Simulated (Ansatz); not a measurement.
## Elastic constants of SnSe at 35 GPa (stress–strain coefficients): input and output

Computed with Ansatz 0.2.0, DFT PBEsol, scalar-relativistic, plane waves, PAW.

Launched with:
```bash
ansatz run input.yaml --threads 1 --pin off --max-ram 3072MiB --backend cpu --events-out ev --progress --plain --runs-dir out
```

Input (bare energies are in eV):
```yaml
crystal:
  lattice:
    - [0.0, 2.6748266586, 2.6748266586]
    - [2.6748266586, 0.0, 2.6748266586]
    - [2.6748266586, 2.6748266586, 0.0]
  atoms:
    - { symbol: Sn, position: [0.0, 0.0, 0.0] }
    - { symbol: Se, position: [0.5, 0.5, 0.5] }
basis:
  ecutwfc: 420
kpoints:
  mp_grid: { grid: [14, 14, 14] }
hamiltonian:
  xc: pbesol
scf:
  occupations: { method: fermi_dirac, width: 0.15 }
output:
  forces: true
  stress: true
  eigenvalues: true
elastic:
  mode: relaxed_ion
  amplitude: 0.005
```

From the output:
```
--- Elastic constants: 2 strain directions × 4 members + reference (group order 48) ---
  dense FFT box of the reference and of every strained cell: 27×27×27
  strains applied: 11, 23; error gains: componentwise 1.00 (the most a stress slope's error grows in a printed constant), spectral 1.73 (1 for all six strains in a standard setting)
  C = ∂σ_k/∂η_j (tension-positive GPa; Voigt order 11 22 33 23 13 12):
       442.257     59.254     59.254     -0.000     -0.000     -0.000
        59.254    442.257     59.254     -0.000     -0.000      0.000
        59.254     59.254    442.257     -0.000      0.000     -0.000
         0.000      0.000     -0.000    -23.735     -0.000      0.000
        -0.000      0.000      0.000      0.000    -23.735     -0.000
         0.000     -0.000      0.000      0.000      0.000    -23.735
  reference stress σ⁰ (GPa):    -34.999    -34.999    -34.999     -0.000      0.000     -0.000
  C* (energy form; C + prestress term) asymmetry max|C*_kj − C*_jk| = 2.842e-14 GPa — a small one proves nothing (zero by symmetry where the batch's group is 432, −43m or m−3m); a large one is finite-difference/SCF noise where every solve ...
  moduli (Voigt/Reuss/Hill, GPa): K = 186.92/186.92/186.92   G = 62.36/-43.12/9.62   E = 28.37   ν = 0.475
  mechanically stable: NO (min eigenvalue of sym C = -23.73 GPa)
  strain η (Voigt 11):  stress-route row diagonal C_11 = 442.26 GPa, energy-path curvature d²(F+E_count+ΔE)/dδ²/Ω₀ = 442.29 GPa
    cells at ±δ against ±2δ: C11 442.32 and 442.50 GPa, apart by 0.04 % of the column's largest entry
         δ    σ_11 (GPa) F (eV) n_scf n_hpsi n_pw
    -1.000e-2     -39.6050      -11373.5907196      10  109672    755   relax 0 steps, max|allowed force component| 2.50e-29 eV/Å
    -5.000e-3     -37.2559      -11373.6366204       6   93330    756   relax 0 steps, max|allowed force component| 5.92e-31 eV/Å
     5.000e-3     -32.8328      -11373.7202663       6   98459    763   relax 0 steps, max|allowed force component| 1.28e-30 eV/Å
     1.000e-2     -30.7551      -11373.7582355       8   88631    770   relax 0 steps, max|allowed force component| 4.44e-30 eV/Å
  strain η (Voigt 23):  stress-route row diagonal C_44 = -23.73 GPa, energy-path curvature d²(F+E_count+ΔE)/dδ²/Ω₀ = -6.22 GPa
    cells at ±δ against ±2δ: C44 -23.71 and -23.63 GPa, apart by 0.34 % of the column's largest entry
         δ    σ_23 (GPa) F (eV) n_scf n_hpsi n_pw
    -1.000e-2       0.2363      -11373.6798360       9  174496    761   relax 0 steps, max|allowed force component| 3.04e-29 eV/Å
    -5.000e-3       0.1185      -11373.6797829       6  170452    760   relax 0 steps, max|allowed force component| 6.67e-29 eV/Å
     5.000e-3      -0.1185      -11373.6797829       6  163996    760   relax 0 steps, max|allowed force component| 3.16e-29 eV/Å
     1.000e-2      -0.2363      -11373.6798360       8  154173    761   relax 0 steps, max|allowed force component| 2.60e-29 eV/Å
```

It took 120 s on 1 thread of Intel(R) Xeon(R) Platinum 8259CL CPU @ 2.50GHz (Skylake/Cascade Lake) (shared host), peak memory 0.64 GiB.

In a metal, frequencies and elastic constants depend on the k mesh and the smearing, soft modes and shear constants most. Spin–orbit coupling is left out, which matters for heavy elements. Other phases may be more stable at this pressure. A semilocal functional can close a gap that the real compound has.

As the tensor has a negative eigenvalue, the Reuss and Hill moduli of a polycrystal, and E and ν formed from them, have no physical meaning here.

This rock-salt form isn't the usual stable structure of the compound at low pressure.